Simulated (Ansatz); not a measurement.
The system is BaTiO3.

```
Ba Ti O
1.0
     2.82767    1.63255    2.31773
    -2.82767    1.63255    2.31773
     0.00000   -3.26511    2.31773
Ba Ti O
1 1 3
Direct
  0.03347 0.98847 0.00184
  0.50610 0.52748 0.53723
  0.48625 0.49715 0.97115
  0.47409 0.98642 0.47201
  0.97879 0.47918 0.49647
```

| Item | Value |
| --- | --- |
| Program | Ansatz 0.2.0 |
| Task | relaxation of cell and atoms |
| Functional | PBE |
| Dispersion | D3(BJ) |
| Potentials or basis | Ansatz PAW |
| Cutoff | 420 eV (not typed: the program's choice for these potentials) |
| k mesh | 7 × 7 × 7 |
| Occupations | fermi-dirac, width 0.05 eV |
| Spin | no spin polarisation |

At the start: volume 12.84 Å³/atom.

Problem. How do energy, volume and symmetry change on relaxing?

Solution. It ends after 9 steps and the volume is 12.97 Å³/atom (+1.0 %); space group R3m (No. 160, to 0.05 Å).

Step by step:
```csv
step,energy change (eV),largest force (eV/Å),volume (Å³)
1,0.0000,2.1915,64.20
2,-0.1690,0.9829,65.90
3,-0.2071,0.0287,62.94
4,-0.2408,0.0601,64.92
5,-0.2423,0.0144,64.86
6,-0.2424,0.0011,64.83
7,-0.2447,0.0011,64.83
8,-0.2446,0.0008,64.87
9,-0.2447,0.0008,64.87
```

Final structure:
```
Ba Ti O
1.0
     2.83648    1.63765    2.32731
    -2.83664    1.63773    2.32745
    -0.00001   -3.27540    2.32739
Ba Ti O
1 1 3
Cartesian
  -2.8367 1.6377 2.3467
  -0.0002 0.0000 3.5979
  -0.0001 -1.6128 4.5631
  -1.3968 0.8064 4.5632
  1.3967 0.8064 4.5631
```

Caveat: the plane-wave basis is chosen anew once the cell has moved, so the energies of steps on either side of that aren't comparable; the pressure holds a Pulay correction of +0.5 GPa for the finite cutoff.
